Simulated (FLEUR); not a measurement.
# Pt (Im-3m) in FLEUR: notebook

Runs on Pt. Level: r2SCAN. Tasks: band structure, equation of state.

All numbers are computed with FLEUR MaX-R8.1 (later development tree); they aren't measurements. Logs are shortened: lines on timing, memory, paths and dates and some standing lists are left out, and cuts for length are marked.

## 1. The crystal as given

The structure is cubic, space group Im-3m (No. 229). Conventional cell: a = 3.168 Å, b = 3.168 Å, c = 3.168 Å, α = 90.00°, β = 90.00°, γ = 90.00°. Pt (site symmetry m-3m) has 8 Pt at 2.74 Å as nearest neighbours.

This isn't the form of Pt at room conditions, which is fcc.

## 2. Band structure, r2SCAN

Input file inp.xml:

```xml
<?xml version="1.0" encoding="UTF-8" standalone="no"?>
<fleurInput fleurInputVersion="0.39">
   <comment>
      Pt                                                                                                  
   </comment>
   <calculationSetup>
      <cutoffs Kmax="4.1" Gmax="12.7" GmaxXC="12.7" numbands="0"/>
      <scfLoop itmax="80" minDistance="0.0001" maxIterBroyd="30" imix="Anderson" alpha="0.05" precondParam="0.0" spinf="2.0" sdNocoIR="T"/>
      <coreElectrons ctail="F" frcor="F" kcrel="0" coretail_lmax="0"/>
      <xcFunctional name="LibXC" relativisticCorrections="F">
         <LibXCName exchange="mgga_x_r2scan" correlation="mgga_c_r2scan"/>
         <AuxGGA exchange="117" correlation="130"/>
      </xcFunctional>
      <magnetism jspins="1"/>
      <soc l_soc="F" theta="0.0" phi="0.0" spav="F"/>
      <expertModes spex="0" secvar="F"/>
      <geometryOptimization l_f="F" forcealpha="1.0" forcemix="BFGS" epsdisp="0.00001" epsforce="0.00001"/>
      <ldaU l_linMix="F" mixParam="0.05" spinf="1.0"/>
   </calculationSetup>
   <cell>
      <bzIntegration valenceElectrons="18.0" mode="hist" fermiSmearingEnergy="0.00183747">
         <kPointListSelection listName="default-1"/>
         <!-- k-points included here -->
         <xi:include xmlns:xi="http://www.w3.org/2001/XInclude" href="kpts.xml"> </xi:include>
      </bzIntegration>
      <!-- symmetry operations included here -->
      <xi:include xmlns:xi="http://www.w3.org/2001/XInclude" href="sym.xml"> </xi:include>
      <bulkLattice scale="1.0">
         <bravaisMatrix>
            <row-1>   -2.9937419211138119     2.9937419211138119     2.9937419211138119</row-1>
            <row-2>    2.9937419211138119    -2.9937419211138119     2.9937419211138119</row-2>
            <row-3>    2.9937419211138119     2.9937419211138119    -2.9937419211138119</row-3>
         </bravaisMatrix>
      </bulkLattice>
   </cell>
   <atomSpecies>
      <species name="Platinum (Pt)" element="Pt" atomicNumber="78">
         <mtSphere radius="2.4" gridPoints="793" logIncrement="0.017"/>
         <atomicCutoffs lmax="10" lnonsphr="10"/>
         <electronConfig flipSpins="F">
            <coreConfig>(1s1/2) (2s1/2) (2p1/2) (2p3/2) (3s1/2) (3p1/2) (3p3/2) (4s1/2) (3d3/2) (3d5/2) (4p1/2) (4p3/2) (4d3/2) (4d5/2) (4f5/2) (4f7/2)</coreConfig>
            <valenceConfig>(5s1/2) (5p1/2) (5p3/2) (6s1/2) (5d3/2) (5d5/2)</valenceConfig>
            <stateOccupation state="(6s1/2)" spinUp="0.500000" spinDown="0.500000"/>
            <stateOccupation state="(5d3/2)" spinUp="1.800000" spinDown="1.800000"/>
            <stateOccupation state="(5d5/2)" spinUp="2.700000" spinDown="2.700000"/>
         </electronConfig>
         <energyParameters s="6" p="6" d="5" f="5"/>
         <lo type="SCLO" l="0" n="5" eDeriv="0"/>
         <lo type="SCLO" l="1" n="5" eDeriv="0"/>
         <lo type="SCLO" l="1" n="5" eDeriv="1"/>
         <lo type="SCLO" l="2" n="5" eDeriv="2"/>
         <lo type="SCLO" l="3" n="5" eDeriv="2"/>
      </species>
   </atomSpecies>
   <atomGroups>
      <atomGroup species="Platinum (Pt)">
         <relPos label="                   1">.0000000000 .0000000000 .0000000000</relPos>
         <force calculate="T" relaxXYZ="TTT"/>
      </atomGroup>
   </atomGroups>
   <output dos="F" band="F" slice="F">
      <checks vchk="F" cdinf="F"/>
      <bandDOS minEnergy="-.5*Htr" maxEnergy="0.5*Htr" sigma="0.015" storeEVData="T"/>
      <vacuumDOS vacdos="F" integ="F" star="F" nstars="0" locx1="0.0" locy1="0.0" locx2="0.0" locy2="0.0" nstm="0" tworkf="0.0"/>
      <unfoldingBand unfoldBand="F" supercellX="1" supercellY="1" supercellZ="1"/>
      <plotting iplot="0" polar="F">
         <plot TwoD="T" vec1="  1.0  0.0  0.0" vec2="  0.0  1.0  0.0" vec3="  0.0  0.0  1.0" zero="  0.0  0.0  0.0" file="plot"/>
      </plotting>
      <chargeDensitySlicing numkpt="0" minEigenval="0.0" maxEigenval="0.0" nnne="0" pallst="F"/>
      <specialOutput eonly="F"/>
      <moessbauerParams electricFieldGradient="T" isomerShift="T" coreHyperfine="T" valenceHyperfine="T"/>
      <magneticCircularDichroism mcd="F" energyLo="-10.0" energyUp="0.0"/>
   </output>
  <!-- We include the file relax.xml here to enable relaxations (see documentation) -->
  <xi:include xmlns:xi="http://www.w3.org/2001/XInclude" href="relax.xml"> <xi:fallback/> </xi:include>
</fleurInput>
```

Input file crystal.txt:

```
Pt
&input cartesian=F /
-1.5842200000  1.5842200000  1.5842200000
1.5842200000  -1.5842200000  1.5842200000
1.5842200000  1.5842200000  -1.5842200000
1.8897261246
1.0 1.0 1.0

1
78 0.0000000000  0.0000000000  0.0000000000

&kpt div1=12 div2=12 div3=12 gamma=T /
```

Input file inp.xml (bands):

```
<?xml version="1.0" encoding="UTF-8" standalone="no"?>
<fleurInput fleurInputVersion="0.39">
   <comment>
      Pt                                                                                                  
   </comment>
   <calculationSetup>
      <cutoffs Kmax="4.1" Gmax="12.7" GmaxXC="12.7" numbands="0"/>
      <scfLoop itmax="80" minDistance="0.0001" maxIterBroyd="30" imix="Anderson" alpha="0.05" precondParam="0.0" spinf="2.0" sdNocoIR="T"/>
      <coreElectrons ctail="F" frcor="F" kcrel="0" coretail_lmax="0"/>
      <xcFunctional name="LibXC" relativisticCorrections="F">
         <LibXCName exchange="mgga_x_r2scan" correlation="mgga_c_r2scan"/>
         <AuxGGA exchange="117" correlation="130"/>
      </xcFunctional>
      <magnetism jspins="1"/>
      <soc l_soc="F" theta="0.0" phi="0.0" spav="F"/>
      <expertModes spex="0" secvar="F"/>
      <geometryOptimization l_f="F" forcealpha="1.0" forcemix="BFGS" epsdisp="0.00001" epsforce="0.00001"/>
      <ldaU l_linMix="F" mixParam="0.05" spinf="1.0"/>
   </calculationSetup>
   <cell>
      <bzIntegration valenceElectrons="18.0" mode="hist" fermiSmearingEnergy="0.00183747">
         <kPointListSelection listName="path-1"/>
         <!-- k-points included here -->
         <xi:include xmlns:xi="http://www.w3.org/2001/XInclude" href="kpts.xml"> </xi:include>
      </bzIntegration>
      <!-- symmetry operations included here -->
      <xi:include xmlns:xi="http://www.w3.org/2001/XInclude" href="sym.xml"> </xi:include>
      <bulkLattice scale="1.0">
         <bravaisMatrix>
            <row-1>   -2.9937419211138119     2.9937419211138119     2.9937419211138119</row-1>
            <row-2>    2.9937419211138119    -2.9937419211138119     2.9937419211138119</row-2>
            <row-3>    2.9937419211138119     2.9937419211138119    -2.9937419211138119</row-3>
         </bravaisMatrix>
      </bulkLattice>
   </cell>
   <atomSpecies>
      <species name="Platinum (Pt)" element="Pt" atomicNumber="78">
         <mtSphere radius="2.4" gridPoints="793" logIncrement="0.017"/>
         <atomicCutoffs lmax="10" lnonsphr="10"/>
         <electronConfig flipSpins="F">
            <coreConfig>(1s1/2) (2s1/2) (2p1/2) (2p3/2) (3s1/2) (3p1/2) (3p3/2) (4s1/2) (3d3/2) (3d5/2) (4p1/2) (4p3/2) (4d3/2) (4d5/2) (4f5/2) (4f7/2)</coreConfig>
            <valenceConfig>(5s1/2) (5p1/2) (5p3/2) (6s1/2) (5d3/2) (5d5/2)</valenceConfig>
            <stateOccupation state="(6s1/2)" spinUp="0.500000" spinDown="0.500000"/>
            <stateOccupation state="(5d3/2)" spinUp="1.800000" spinDown="1.800000"/>
            <stateOccupation state="(5d5/2)" spinUp="2.700000" spinDown="2.700000"/>
         </electronConfig>
         <energyParameters s="6" p="6" d="5" f="5"/>
         <lo type="SCLO" l="0" n="5" eDeriv="0"/>
         <lo type="SCLO" l="1" n="5" eDeriv="0"/>
         <lo type="SCLO" l="1" n="5" eDeriv="1"/>
         <lo type="SCLO" l="2" n="5" eDeriv="2"/>
         <lo type="SCLO" l="3" n="5" eDeriv="2"/>
      </species>
   </atomSpecies>
   <atomGroups>
      <atomGroup species="Platinum (Pt)">
         <relPos label="                   1">.0000000000 .0000000000 .0000000000</relPos>
         <force calculate="T" relaxXYZ="TTT"/>
      </atomGroup>
   </atomGroups>
   <output dos="F" band="T" slice="F">
      <checks vchk="F" cdinf="F"/>
      <bandDOS minEnergy="-.5*Htr" maxEnergy="0.5*Htr" sigma="0.015" storeEVData="T"/>
      <vacuumDOS vacdos="F" integ="F" star="F" nstars="0" locx1="0.0" locy1="0.0" locx2="0.0" locy2="0.0" nstm="0" tworkf="0.0"/>
      <unfoldingBand unfoldBand="F" supercellX="1" supercellY="1" supercellZ="1"/>
      <plotting iplot="0" polar="F">
         <plot TwoD="T" vec1="  1.0  0.0  0.0" vec2="  0.0  1.0  0.0" vec3="  0.0  0.0  1.0" zero="  0.0  0.0  0.0" file="plot"/>
      </plotting>
      <chargeDensitySlicing numkpt="0" minEigenval="0.0" maxEigenval="0.0" nnne="0" pallst="F"/>
      <specialOutput eonly="F"/>
      <moessbauerParams electricFieldGradient="T" isomerShift="T" coreHyperfine="T" valenceHyperfine="T"/>
      <magneticCircularDichroism mcd="F" energyLo="-10.0" energyUp="0.0"/>
   </output>
  <!-- We include the file relax.xml here to enable relaxations (see documentation) -->
  <xi:include xmlns:xi="http://www.w3.org/2001/XInclude" href="relax.xml"> <xi:fallback/> </xi:include>
</fleurInput>
```

Potentials or basis: all-electron, FLAPW.

The run is started by

```
> inpgen -f crystal.txt -profile fastHighL
> # inp.xml edited to the form shown
> fleur_MPI
> fleur_MPI   # second run, on inp.xml (bands)
```

Log:

```text
Welcome to FLEUR        (www.flapw.de)
      MaX-Release 8.1          (www.max-centre.eu)
 func_ids         498         497         498         497
 MetaGGA potential functional detected - V_tau will be computed
 Auxiliary Potential for radial basis: exchange=         117  correlation=         130
The functional 'Re-regularized SCAN exchange by Furness et al' is an exchange functional, it belongs to the 'MGGA' family and is defined in the reference(s):
[1] J. W. Furness, A. D. Kaplan, J. Ning, J. P. Perdew, and J. Sun.,  J. Phys. Chem. Lett. 11, 8208-8215 (2020)
[2] J. W. Furness, A. D. Kaplan, J. Ning, J. P. Perdew, and J. Sun.,  J. Phys. Chem. Lett. 11, 9248-9248 (2020)
The functional 'Re-regularized SCAN correlation by Furness et al' is a correlation functional, it belongs to the 'MGGA' family and is defined in the reference(s):
[1] J. W. Furness, A. D. Kaplan, J. Ning, J. P. Perdew, and J. Sun.,  J. Phys. Chem. Lett. 11, 8208-8215 (2020)
[2] J. W. Furness, A. D. Kaplan, J. Ning, J. P. Perdew, and J. Sun.,  J. Phys. Chem. Lett. 11, 9248-9248 (2020)
 Using same functional for VXC and EXC

 ========== k-point set info ==========
 Selected k-point list: default-1
 k-point list type: mesh
 12 x 12 x 12
 Number of k points: 72

 ------------Calculation Setup---------------------------
 Number of MPI-tasks      :            1
 Number of PE/node        :            1
 Number of OMP-threads    :            1
 Most efficient MPI parallelization for:
           1           2           3           4           6           8           9          12          18          24          36          72
 Additional eigenvalue parallelization possible
 Number of basis functions:          175
 Approximate size of matrices (H+S) per k-point:         0.000 GB
 --------------------------------------------------------
The functional 'Hammer, Hansen, and Norskov' is an exchange functional, it belongs to the 'GGA' family and is defined in the reference(s):
[1] B. Hammer, L. B. Hansen, and J. K. Nørskov.,  Phys. Rev. B 59, 7413 (1999)
The functional 'Perdew, Burke & Ernzerhof' is a correlation functional, it belongs to the 'GGA' family and is defined in the reference(s):
[1] J. P. Perdew, K. Burke, and M. Ernzerhof.,  Phys. Rev. Lett. 77, 3865 (1996)
[2] J. P. Perdew, K. Burke, and M. Ernzerhof.,  Phys. Rev. Lett. 78, 1396 (1997)
 Using same functional for VXC and EXC
 Using auxiliary GGA potential for the first iteration of MetaGGA calculation.
 Reset of history
 Reset of history
 Iteration:     1   Distance:      67.80296593 me/bohr^3
The functional 'Hammer, Hansen, and Norskov' is an exchange functional, it belongs to the 'GGA' family and is defined in the reference(s):
[1] B. Hammer, L. B. Hansen, and J. K. Nørskov.,  Phys. Rev. B 59, 7413 (1999)
The functional 'Perdew, Burke & Ernzerhof' is a correlation functional, it belongs to the 'GGA' family and is defined in the reference(s):
[1] J. P. Perdew, K. Burke, and M. Ernzerhof.,  Phys. Rev. Lett. 77, 3865 (1996)
[2] J. P. Perdew, K. Burke, and M. Ernzerhof.,  Phys. Rev. Lett. 78, 1396 (1997)
 Using same functional for VXC and EXC
 Iteration:     2   Distance:      63.70608495 me/bohr^3
The functional 'Hammer, Hansen, and Norskov' is an exchange functional, it belongs to the 'GGA' family and is defined in the reference(s):
[1] B. Hammer, L. B. Hansen, and J. K. Nørskov.,  Phys. Rev. B 59, 7413 (1999)
The functional 'Perdew, Burke & Ernzerhof' is a correlation functional, it belongs to the 'GGA' family and is defined in the reference(s):
[1] J. P. Perdew, K. Burke, and M. Ernzerhof.,  Phys. Rev. Lett. 77, 3865 (1996)
[2] J. P. Perdew, K. Burke, and M. Ernzerhof.,  Phys. Rev. Lett. 78, 1396 (1997)
 Using same functional for VXC and EXC
 Iteration:     3   Distance:      60.44660799 me/bohr^3
The functional 'Hammer, Hansen, and Norskov' is an exchange functional, it belongs to the 'GGA' family and is defined in the reference(s):
[1] B. Hammer, L. B. Hansen, and J. K. Nørskov.,  Phys. Rev. B 59, 7413 (1999)
The functional 'Perdew, Burke & Ernzerhof' is a correlation functional, it belongs to the 'GGA' family and is defined in the reference(s):
[1] J. P. Perdew, K. Burke, and M. Ernzerhof.,  Phys. Rev. Lett. 77, 3865 (1996)
[2] J. P. Perdew, K. Burke, and M. Ernzerhof.,  Phys. Rev. Lett. 78, 1396 (1997)
 Using same functional for VXC and EXC
 Iteration:     4   Distance:       9.64856238 me/bohr^3
The functional 'Hammer, Hansen, and Norskov' is an exchange functional, it belongs to the 'GGA' family and is defined in the reference(s):
[1] B. Hammer, L. B. Hansen, and J. K. Nørskov.,  Phys. Rev. B 59, 7413 (1999)
The functional 'Perdew, Burke & Ernzerhof' is a correlation functional, it belongs to the 'GGA' family and is defined in the reference(s):
[1] J. P. Perdew, K. Burke, and M. Ernzerhof.,  Phys. Rev. Lett. 77, 3865 (1996)
[2] J. P. Perdew, K. Burke, and M. Ernzerhof.,  Phys. Rev. Lett. 78, 1396 (1997)
 Using same functional for VXC and EXC
 Iteration:     5   Distance:       2.48071012 me/bohr^3
The functional 'Hammer, Hansen, and Norskov' is an exchange functional, it belongs to the 'GGA' family and is defined in the reference(s):
[... 32 lines left out ...]
 Using same functional for VXC and EXC
 Iteration:    10   Distance:       0.00405417 me/bohr^3
The functional 'Hammer, Hansen, and Norskov' is an exchange functional, it belongs to the 'GGA' family and is defined in the reference(s):
[1] B. Hammer, L. B. Hansen, and J. K. Nørskov.,  Phys. Rev. B 59, 7413 (1999)
The functional 'Perdew, Burke & Ernzerhof' is a correlation functional, it belongs to the 'GGA' family and is defined in the reference(s):
[1] J. P. Perdew, K. Burke, and M. Ernzerhof.,  Phys. Rev. Lett. 77, 3865 (1996)
[2] J. P. Perdew, K. Burke, and M. Ernzerhof.,  Phys. Rev. Lett. 78, 1396 (1997)
 Using same functional for VXC and EXC
 Iteration:    11   Distance:       0.00401069 me/bohr^3
The functional 'Hammer, Hansen, and Norskov' is an exchange functional, it belongs to the 'GGA' family and is defined in the reference(s):
[1] B. Hammer, L. B. Hansen, and J. K. Nørskov.,  Phys. Rev. B 59, 7413 (1999)
The functional 'Perdew, Burke & Ernzerhof' is a correlation functional, it belongs to the 'GGA' family and is defined in the reference(s):
[1] J. P. Perdew, K. Burke, and M. Ernzerhof.,  Phys. Rev. Lett. 77, 3865 (1996)
[2] J. P. Perdew, K. Burke, and M. Ernzerhof.,  Phys. Rev. Lett. 78, 1396 (1997)
 Using same functional for VXC and EXC
 Iteration:    12   Distance:       0.00036118 me/bohr^3
The functional 'Hammer, Hansen, and Norskov' is an exchange functional, it belongs to the 'GGA' family and is defined in the reference(s):
[1] B. Hammer, L. B. Hansen, and J. K. Nørskov.,  Phys. Rev. B 59, 7413 (1999)
The functional 'Perdew, Burke & Ernzerhof' is a correlation functional, it belongs to the 'GGA' family and is defined in the reference(s):
[1] J. P. Perdew, K. Burke, and M. Ernzerhof.,  Phys. Rev. Lett. 77, 3865 (1996)
[2] J. P. Perdew, K. Burke, and M. Ernzerhof.,  Phys. Rev. Lett. 78, 1396 (1997)
 Using same functional for VXC and EXC
 Iteration:    13   Distance:       0.00007166 me/bohr^3

 ********************************************************************
 Run finished successfully
 Stop message:
   all done
 ********************************************************************
```

It took 17 s on 1 thread of Arm Neoverse V2, shared host; peak memory 0.07 GiB.

Results:

```
Free energy                                           : -501915.1804 eV
Band gap along the path                               : none (metal or under the smearing width)
Valence electrons inside the program's atomic spheres : Pt 16.13 (radii Pt 2.4 bohr)
```

Levels at the corners of the path, in eV from the Fermi level:
```tsv
point	band 7	band 8	band 9	band 10	band 11	band 12
Γ	-3.51	-3.51	-1.03	-1.03	18.02	18.02
H	0.62	0.62	0.62	8.16	8.16	8.16
N	-1.20	-0.72	0.56	1.16	6.65	14.07
Γ	-3.51	-3.51	-1.03	-1.03	18.02	18.02
P	-4.27	-0.65	-0.65	5.12	9.94	9.94
H	0.62	0.62	0.62	8.16	8.16	8.16
P	-4.27	-0.65	-0.65	5.12	9.94	9.94
N	-1.20	-0.72	0.56	1.16	6.65	14.07
```

Core levels (eV from the Fermi level):
| atom | levels |
| --- | --- |
| 1 Pt | 1s1/2 -78314.1, 2s1/2 -13743.7, 2p1/2 -13169.4, 2p3/2 -11440.2, 3s1/2 -3225.0, 3p1/2 -2967.9, 3p3/2 -2587.8, 4s1/2 -690.0, 3d3/2 -2160.9, 3d5/2 -2079.0, 4p1/2 -581.0, 4p3/2 -490.5, 4d3/2 -312.3, 4d5/2 -295.4, 4f5/2 -67.8, 4f7/2 -64.4 |

Caveat: the meta-GGA is that of a development version, with a GGA for the radial functions and cores and without core tails; spin-orbit coupling is left out, which moves the levels of the heavy elements.

[end of part 1 of 2]
